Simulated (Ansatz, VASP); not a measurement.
## HfN: VASP beside Ansatz

INCAR

```
SYSTEM = HfN
ALGO = Normal
EDIFF = 1E-6
ENCUT = 520
GGA = PS
ISIF = 2
ISMEAR = 1
LASPH = .True.
LCHARG = .False.
LREAL = .False.
LWAVE = .False.
NBANDS = 14
NELM = 100
PREC = Accurate
SIGMA = 0.15
```

Contents of KPOINTS:

```
k-points
0
Gamma
  10 10 10
  0 0 0
```

Contents of POSCAR:

```
HfN
1.0
    0.0000000000      2.4548220000      2.4548220000
    2.4548220000      0.0000000000      2.4548220000
    2.4548220000      2.4548220000      0.0000000000
Hf N
1 1
Direct
    0.0000000000      0.0000000000      0.0000000000
    0.7500000000      0.7500000000      0.7500000000
```

Input for Ansatz:

```yaml
crystal:
  lattice:
    - [0.0, 2.454822, 2.454822]
    - [2.454822, 0.0, 2.454822]
    - [2.454822, 2.454822, 0.0]
  atoms:
    - { symbol: Hf, position: [0.0, 0.0, 0.0] }
    - { symbol: "N", position: [0.75, 0.75, 0.75] }
basis:
  ecutwfc: 489.804952427784
kpoints:
  mp_grid:
    grid: [10, 10, 10]
hamiltonian:
  xc: pbesol
scf:
  lower_state_search: light
  mixing:
    algorithm: anderson
    beta: 0.5
  occupations:
    method: methfessel_paxton
    width: 0.15
output:
  stress: true
```

The cell comes from a database or a generator and needn't be the stable form of this composition.

Alike in both runs: task single point; functional PBEsol; k mesh 10 × 10 × 10; occupations methfessel-paxton of order 1, width 0.15 eV; no spin polarisation.

```csv
,VASP,Ansatz
version,VASP 6.6.1,Ansatz 0.2.0
potentials or method,"VASP PAW PBE potentials, release 64 (Hf_pv, N)","plane waves, PAW"
plane-wave cutoff (eV),520,490
valence electrons in the cell,15,31
```

|  | VASP | Ansatz | Ansatz less VASP |
| --- | --- | --- | --- |
| pressure (GPa) | -5.9 | -5.0 | +0.88 |

The two sets of potentials don't hold the same shells in valence.

Caveats: the PAW data sets were made with another functional, which shifts forces and pressure a little (VASP). Spin-orbit coupling is left out, which matters for the levels of Hf.
